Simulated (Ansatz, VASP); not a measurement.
**One calculation of SiC, two programs**

File INCAR:

```
PREC = Accurate
ENCUT = 520
EDIFF = 1E-6
ISMEAR = 0
SIGMA = 0.05
LREAL = False
LASPH = True
NELM = 80
ALGO = Normal
ISIF = 2
LWAVE = False
LCHARG = True
GGA = PE
LELF = True
LVHAR = True
NBANDS = 11
```

The input KPOINTS:

```
Automatic mesh
0
Gamma
  12 12 12
```

File POSCAR:

```
SiC
1.0
    0.0000000000      2.1438158531      2.1438158531
    2.1438158531      0.0000000000      2.1438158531
    2.0550618768      2.0550618768      0.0887539763
Si C
1 1
Direct
    0.0000000000      0.0000000000      0.0000000000
    0.7500000000      0.7500000000      0.7500000000
```

Input for Ansatz:

```yaml
crystal:
  lattice:
    - [0.0, 2.1438158531, 2.1438158531]
    - [2.1438158531, 0.0, 2.1438158531]
    - [2.0550618768, 2.0550618768, 0.0887539763]
  atoms:
    - { symbol: Si, position: [0.0, 0.0, 0.0] }
    - { symbol: C, position: [0.75, 0.75, 0.75] }
basis:
  ecutwfc: 520.0
kpoints:
  mp_grid: { grid: [12, 12, 12] }
hamiltonian:
  xc: pbe
scf:
  occupations: { method: gaussian, width: 0.05 }
output:
  forces: true
  stress: true
  eigenvalues: true
```

Alike in both runs: task single point; functional PBE; k mesh 12 × 12 × 12; occupations gaussian, width 0.05 eV; no spin polarisation.

|  | VASP | Ansatz |
| --- | --- | --- |
| version | VASP 6.6.1 | Ansatz 0.2.0 |
| potentials or method | VASP PAW PBE potentials, release 64 (Si, C) | scalar-relativistic, plane waves, PAW |
| plane-wave cutoff (eV) | 520 | 520 |
| valence electrons in the cell | 8 | 8 |

|  | VASP | Ansatz | Ansatz less VASP |
| --- | --- | --- | --- |
| gap on the k mesh at the Fermi level (eV) | 0.91 | 0.92 | +0.008 |
| least direct gap on the mesh (eV) | 4.15 | 4.16 | +0.010 |
| rms of the force components (eV/Å) | 0.803 | 0.805 | +0.0012 |

Atom by atom the forces differ by 0.001 eV/Å (rms over components).

Caveats: forces of over 1 eV/Å show positions far from the minimum, so gaps and moduli don't describe the material at rest. A k mesh can miss the band edges.
